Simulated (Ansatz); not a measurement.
Si2Ni: equation of state with LDA

The system is Si2Ni.

```
Ni Si
1.0
     0.00000    2.70300    2.70300
     2.70300    0.00000    2.70300
     2.70300    2.70300    0.00000
Ni Si
1 2
Direct
  0.00000 0.00000 0.00000
  0.75000 0.75000 0.75000
  0.25000 0.25000 0.25000
```

```
Program             : Ansatz 0.2.0
Task                : equation of state
Functional          : LDA
Potentials or basis : Ansatz PAW
Cutoff              : 420 eV
Density cutoff      : 1680 eV
k mesh              : 9 × 9 × 9
Occupations         : fermi-dirac, width 0.05 eV
Spin                : collinear spin, ferromagnetic start
Starting moments    : [1.0, 0.0, 0.0] μB
```

- Equilibrium volume: 12.80 Å³/atom
- Bulk modulus: 162 GPa
- Pressure derivative of the bulk modulus: 3.8

Energy against volume, from the lowest point:
```csv
volume (Å³/atom),energy (meV/atom)
12.376,7.05
12.639,0.63
12.902,0.00
13.166,4.64
13.429,14.05
13.692,27.80
13.956,45.47
```

All runs of the series together: 18 s on 2 threads of Arm Neoverse V1 (shared host).

LDA usually gives volumes a few per cent too small. Zero-point motion and thermal expansion aren't in these numbers.
